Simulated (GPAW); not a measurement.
## Screening of a field by black arsenene monolayer

Wanted: the out-of-plane polarisability of black arsenene monolayer.

Program: GPAW 26.7.0. Level of theory: GPAW, PAW setups; layer in a repeated cell with vacuum, relaxation of atoms and in-plane cell, in the first sound run; inputs show where later runs differ. Results are calculated unless marked as measured.

Report form: the programs' logs are mostly left out.

**1. Starting point**

The cell holds 4 atoms: 4 As. Cell: a = 4.750 Å, b = 3.680 Å, c = 20.480 Å, α = 90.0°, β = 90.0°, γ = 90.0°. Vacuum lies along c.

As a file:

```cif
data_structure
_symmetry_space_group_name_H-M 'P 1'
_symmetry_Int_Tables_number 1
_cell_length_a 4.7500
_cell_length_b 3.6800
_cell_length_c 20.4800
_cell_angle_alpha 90.000
_cell_angle_beta 90.000
_cell_angle_gamma 90.000
_cell_volume 357.99
loop_
_atom_site_label
_atom_site_type_symbol
_atom_site_fract_x
_atom_site_fract_y
_atom_site_fract_z
_atom_site_occupancy
As1 As 0.09000 0.00000 0.43945 1
As2 As 0.41000 0.50000 0.44434 1
As3 As 0.91000 0.00000 0.56055 1
As4 As 0.59000 0.50000 0.55566 1
```

**2. Relaxing the atoms**

The atoms are relaxed first, since the surface dipole, and with it the work function, follows the positions of the outer layers.

The input, run.py:

```python
import json
import numpy as np
from ase import Atoms
from ase.filters import FrechetCellFilter
from ase.optimize import BFGS
from gpaw import GPAW, PW

slab = Atoms(
    ['As', 'As', 'As', 'As'],
    positions=[
        [0.42750, 0.00000, 9.00000],
        [1.94750, 1.84000, 9.10000],
        [4.32250, 0.00000, 11.48000],
        [2.80250, 1.84000, 11.38000]],
    cell=[[4.75, 0.0, 0.0], [0.0, 3.68, 0.0], [0.0, 0.0, 20.48]],
    pbc=[True, True, True])

slab.calc = GPAW(mode=PW(600), xc='PBE', kpts={'size': (6, 8, 1), 'gamma': True},
                 occupations={'name': 'fermi-dirac', 'width': 0.05}, nbands='160%',
                 convergence={'density': 1e-05}, maxiter=200,
                 symmetry={'tolerance': 1e-3}, txt='slab.txt')
result = {}
# The in-plane cell is free; stress needs a cell that repeats along all three vectors
path = []
opt = BFGS(FrechetCellFilter(slab, mask=[1, 1, 0, 0, 0, 1]), maxstep=0.2)
opt.attach(lambda: path.append((slab.get_potential_energy(), slab.positions.tolist(), slab.get_forces().tolist())))
result['relaxed'] = bool(opt.run(fmax=0.02, steps=45))
result['path'] = path
result['cell'] = slab.cell.tolist()
print('in-plane lattice', slab.cell.cellpar().round(4)[[0, 1, 5]])
energy = slab.get_potential_energy()
fermi = slab.calc.get_fermi_level()
v = slab.calc.get_electrostatic_potential().mean((0, 1)) - fermi
n = slab.calc.get_pseudo_density().mean((0, 1))
L = slab.cell[2, 2]
z = np.arange(len(v)) * L / len(v)
low, high = slab.positions[:, 2].min(), slab.positions[:, 2].max()
below, above = np.interp([low - 6.8, high + 6.8], z, v)
slopes = [np.interp(x, z, np.gradient(v, z)) for x in (low - 6.8, high + 6.8)]
eps = np.array([[slab.calc.get_eigenvalues(k, s) for k in range(len(slab.calc.get_ibz_k_points()))]
                for s in range(slab.calc.get_number_of_spins())]) - fermi
top, bottom = eps[eps < 0].max(), eps[eps > 0].min()
dipole = slab.get_dipole_moment()[2]
print(f'energy {energy:.4f} eV, Fermi level {fermi:.4f} eV, dipole {dipole:.5f} e A')
print(f'potential 6.8 A off the faces, from the Fermi level: lower {below:.4f} eV, upper {above:.4f} eV')
print(f'slope of the potential there: lower {slopes[0]:.5f}, upper {slopes[1]:.5f} eV/A')
print(f'nearest levels on the mesh: {top:.4f} and {bottom:.4f} eV')
print('magnetic moment', round(slab.get_magnetic_moment(), 3))
result.update(energy=energy, fermi=fermi, dipole=dipole, below=below, above=above, slopes=slopes, edges=[top, bottom],
              z=z.tolist(), v=v.tolist(), n=n.tolist(), positions=slab.positions.tolist(),
              forces=slab.get_forces(apply_constraint=False).tolist(), moments=slab.get_magnetic_moments().tolist())
json.dump(result, open('result.json', 'w'))
```

Run with:

```sh
$ OMP_NUM_THREADS=1 OPENBLAS_NUM_THREADS=1 python run.py
```

It took 11 min on 1 thread of Arm Neoverse V2, shared host; peak memory 0.46 GiB.

This step gave:

| Item | Value |
| --- | --- |
| dipole along the normal | -9.46e-5 e·Å |
| levels nearest the Fermi level on the mesh | -0.4474, 0.4065 eV from the Fermi level |

Electrostatic potential energy of an electron (without an applied field's), less the Fermi level, planar mean against z:

```
z (Å)  electrostatic potential energy of an electron (without an applied field's), less the Fermi level, planar mean (eV)
    0                                                                                                                4.24
    1                                                                                                                4.24
    2                                                                                                                4.24
    3                                                                                                                4.24
    4                                                                                                                4.24
    5                                                                                                                4.24
    6                                                                                                                4.23
    7                                                                                                                4.09
    8                                                                                                                1.53
    9                                                                                                               -18.5
   10                                                                                                             -0.0886
   11                                                                                                               -9.48
   12                                                                                                               -5.77
   13                                                                                                                3.64
   14                                                                                                                4.20
   15                                                                                                                4.23
   16                                                                                                                4.24
   17                                                                                                                4.24
   18                                                                                                                4.24
   19                                                                                                                4.24
   20                                                                                                                4.24
```

The pseudo valence density, planar mean oscillates, so the rows of the table below give means over windows of 1.02 Å about each position, cut where the curve ends. Its maxima inside the range that stand out by 2 % of the span (Å: e/Å³): 8.5: 0.319, 9.6: 0.305, 10.9: 0.305, 11.9: 0.319. Its minima: 9.0: 0.165, 10.2: 0.171, 11.4: 0.165.

Table of pseudo valence density, planar mean by z; means over each step:

```
z (Å)  pseudo valence density, planar mean (e/Å³)
 4.59                                      9.4e-6
 5.61                                      1.8e-4
 6.63                                     0.00342
 7.65                                      0.0624
 8.67                                       0.245
 9.69                                       0.242
10.71                                       0.238
11.73                                       0.247
12.75                                      0.0767
13.77                                     0.00437
14.79                                      2.2e-4
15.81                                      1.2e-5
```

The relaxation lowered the energy of the cell by 0.373 eV (energies extrapolated to zero smearing; the optimiser's log prints free energies). The largest force left on a free atom is 0.013 eV/Å.

**3. Plane waves, PBE**

With the geometry fixed, the planar mean of the potential gives the vacuum level on each side.

This step: GPAW, PAW setups; slab in vacuum (GPAW 26.7.0).

The cell differs from the one that the last finished run ended in (c 20.480 → 20.404 Å).

Changes to run.py since step 2:

```diff
@@ -3,4 +3,2 @@
 from ase import Atoms
-from ase.filters import FrechetCellFilter
-from ase.optimize import BFGS
 from gpaw import GPAW, PW
@@ -10,22 +8,15 @@
     positions=[
-        [0.42750, 0.00000, 9.00000],
-        [1.94750, 1.84000, 9.10000],
-        [4.32250, 0.00000, 11.48000],
-        [2.80250, 1.84000, 11.38000]],
-    cell=[[4.75, 0.0, 0.0], [0.0, 3.68, 0.0], [0.0, 0.0, 20.48]],
-    pbc=[True, True, True])
+        [0.33613, 0.00000, 9.00000],
+        [2.03879, 1.84350, 9.00001],
+        [4.41530, -0.00000, 11.40368],
+        [2.71263, 1.84350, 11.40368]],
+    cell=[[4.75142, 0.0, 0.0], [0.0, 3.687, 0.0], [0.0, 0.0, 20.4037]],
+    pbc=[True, True, False])
 
-slab.calc = GPAW(mode=PW(600), xc='PBE', kpts={'size': (6, 8, 1), 'gamma': True},
+slab.calc = GPAW(mode=PW(400), xc='PBE', kpts={'size': (6, 8, 1), 'gamma': True},
                  occupations={'name': 'fermi-dirac', 'width': 0.05}, nbands='160%',
                  convergence={'density': 1e-05}, maxiter=200,
+                 poissonsolver={'dipolelayer': 'xy'},
                  symmetry={'tolerance': 1e-3}, txt='slab.txt')
 result = {}
-# The in-plane cell is free; stress needs a cell that repeats along all three vectors
-path = []
-opt = BFGS(FrechetCellFilter(slab, mask=[1, 1, 0, 0, 0, 1]), maxstep=0.2)
-opt.attach(lambda: path.append((slab.get_potential_energy(), slab.positions.tolist(), slab.get_forces().tolist())))
-result['relaxed'] = bool(opt.run(fmax=0.02, steps=45))
-result['path'] = path
-result['cell'] = slab.cell.tolist()
-print('in-plane lattice', slab.cell.cellpar().round(4)[[0, 1, 5]])
 energy = slab.get_potential_energy()
```

Run time: 24 s. Hardware: 1 thread; peak memory 0.24 GiB.

This step gave:

- dipole along the normal: -2.94e-4 e·Å
- levels nearest the Fermi level on the mesh: -0.4475, 0.4066 eV from the Fermi level
- upper work function: 4.236 eV
- lower work function: 4.234 eV
- upper ionisation energy: 4.684 eV

Electrostatic potential energy of an electron (without an applied field's), less the Fermi level, planar mean against z:

z (Å), electrostatic potential energy of an electron (without an applied field's), less the Fermi level, planar mean (eV) and a bar from the least value:
```
        0        4.2 ##############################
        1        4.2 ##############################
        2        4.2 ##############################
        3        4.2 ##############################
        4        4.2 ##############################
        5        4.2 ##############################
        6        4.2 ##############################
        7        4.1 ##############################
        8        1.2 ##########################
        9      -18.6 
       10        0.2 #########################
       11      -10.6 ###########
       12       -4.8 ##################
       13        3.7 #############################
       14        4.2 ##############################
       15        4.2 ##############################
       16        4.2 ##############################
       17        4.2 ##############################
       18        4.2 ##############################
       19        4.2 ##############################
       20        4.2 ##############################
```

The pseudo valence density, planar mean oscillates, so the rows of the table below give means over windows of 0.85 Å about each position, cut where the curve ends. Its maxima inside the range that stand out by 2 % of the span (Å: e/Å³): 8.50: 0.320, 9.35: 0.297, 11.05: 0.297, 11.90: 0.320. Its minima: 8.93: 0.178, 10.20: 0.171, 11.48: 0.178.

Table of pseudo valence density, planar mean by z; means over each step:

```
z (Å)  pseudo valence density, planar mean (e/Å³)
 4.67                                      1.2e-5
 5.52                                      1.4e-4
 6.37                                     0.00163
 7.22                                      0.0195
 8.07                                       0.169
 8.92                                       0.243
 9.77                                       0.238
10.62                                       0.237
11.47                                       0.243
12.32                                       0.170
13.17                                      0.0198
14.02                                     0.00165
14.87                                      1.4e-4
15.72                                      1.2e-5
```

The layer is gapped, so the Fermi level lies somewhere inside the gap, set by smearing and numerics, and these work functions are no property of the material; the band edges below the vacuum level are. The potential is flat to 2.4e-5 eV/Å where it is read, so the vacuum is wide enough.

**4. Field on**

A uniform field along the normal polarises the slab; the atoms stay fixed, so this is the electronic response alone.

Changes to run.py since step 3:

```diff
@@ -4,2 +4,3 @@
 from gpaw import GPAW, PW
+from gpaw.external import ConstantElectricField
 
@@ -19,2 +20,3 @@
                  poissonsolver={'dipolelayer': 'xy'},
+                 external=ConstantElectricField(-0.2, [0, 0, 1]),
                  symmetry={'tolerance': 1e-3}, txt='slab.txt')
```

It took 33 s on 1 thread; peak memory 0.26 GiB.

This step gave:

* dipole along the normal: -0.09693 e·Å
* levels nearest the Fermi level on the mesh: -0.4464, 0.4054 eV from the Fermi level
* potential below the slab, the applied field's own ramp left out: 3.739 eV from the Fermi level
* potential above the slab, the applied field's own ramp left out: 4.740 eV from the Fermi level

Table of electrostatic potential energy of an electron (without an applied field's), less the Fermi level, planar mean by z:

z (Å), electrostatic potential energy of an electron (without an applied field's), less the Fermi level, planar mean (eV) and a bar from the least value:
```
        0        4.2 #############################
        1        3.7 #############################
        2        3.7 #############################
        3        3.7 #############################
        4        3.7 #############################
        5        3.7 #############################
        6        3.7 #############################
        7        3.6 #############################
        8        0.8 #########################
        9      -18.8 
       10        0.1 ########################
       11      -10.4 ###########
       12       -4.5 ##################
       13        4.2 #############################
       14        4.7 ##############################
       15        4.7 ##############################
       16        4.7 ##############################
       17        4.7 ##############################
       18        4.7 ##############################
       19        4.7 ##############################
       20        4.7 ##############################
```

The dipole is now -0.0969 e Å, against -2.9e-4 in the run without a field.

**5. In a field**

Changes to run.py since step 4:

```diff
@@ -20,3 +20,3 @@
                  poissonsolver={'dipolelayer': 'xy'},
-                 external=ConstantElectricField(-0.2, [0, 0, 1]),
+                 external=ConstantElectricField(-0.1, [0, 0, 1]),
                  symmetry={'tolerance': 1e-3}, txt='slab.txt')
```

Wall time 33 s (1 thread); peak memory 0.26 GiB.

This step gave:

```
dipole along the normal                                         : -0.04846 e·Å
levels nearest the Fermi level on the mesh                      : -0.4472, 0.4063 eV from the Fermi level
potential below the slab, the applied field's own ramp left out : 3.986 eV from the Fermi level
potential above the slab, the applied field's own ramp left out : 4.487 eV from the Fermi level
```

Electrostatic potential energy of an electron (without an applied field's), less the Fermi level, planar mean against z:

z (Å), electrostatic potential energy of an electron (without an applied field's), less the Fermi level, planar mean (eV) and a bar from the least value:
```
      0.0        4.2 ##############################
      0.5        4.0 #############################
      1.0        4.0 #############################
      1.5        4.0 #############################
      2.0        4.0 #############################
      2.5        4.0 #############################
      3.0        4.0 #############################
      3.5        4.0 #############################
      4.0        4.0 #############################
      4.5        4.0 #############################
      5.0        4.0 #############################
      5.5        4.0 #############################
      6.0        4.0 #############################
      6.5        3.9 #############################
      7.0        3.8 #############################
      7.5        3.3 ############################
      8.0        1.0 ##########################
      8.5       -7.4 ###############
      9.0      -18.7 
      9.5       -8.0 ##############
     10.0        0.2 ########################
     10.5       -0.6 #######################
     11.0      -10.5 ###########
     11.5      -17.8 #
     12.0       -4.7 ##################
     12.5        2.1 ###########################
     13.0        3.9 #############################
     13.5        4.4 ##############################
     14.0        4.5 ##############################
     14.5        4.5 ##############################
     15.0        4.5 ##############################
     15.5        4.5 ##############################
     16.0        4.5 ##############################
     16.5        4.5 ##############################
     17.0        4.5 ##############################
     17.5        4.5 ##############################
     18.0        4.5 ##############################
     18.5        4.5 ##############################
     19.0        4.5 ##############################
     19.5        4.5 ##############################
     20.0        4.5 ##############################
```

The dipole is now -0.0485 e Å, against -2.9e-4 in the run without a field.

**6. In a field**

Changes to run.py since step 5:

```diff
@@ -20,3 +20,3 @@
                  poissonsolver={'dipolelayer': 'xy'},
-                 external=ConstantElectricField(-0.1, [0, 0, 1]),
+                 external=ConstantElectricField(-0.05, [0, 0, 1]),
                  symmetry={'tolerance': 1e-3}, txt='slab.txt')
```

Run time: 33 s. Hardware: 1 thread; peak memory 0.26 GiB.

**7. Field on**

Changes to run.py since step 6:

```diff
@@ -20,3 +20,3 @@
                  poissonsolver={'dipolelayer': 'xy'},
-                 external=ConstantElectricField(-0.05, [0, 0, 1]),
+                 external=ConstantElectricField(0.05, [0, 0, 1]),
                  symmetry={'tolerance': 1e-3}, txt='slab.txt')
```

Run time: 33 s. Hardware: 1 thread; peak memory 0.26 GiB.

(Continued in part 2 of 2.)

[Logs are printed without paths, hosts, clocks, repeated set-up lines and the standing remarks that a program may print on its own settings, such as how far it seeks lower states.]

[Hosts, paths, dates, database ids (printed as entryN), source tags and the programs' standing remarks are cut or masked in the printed files.]
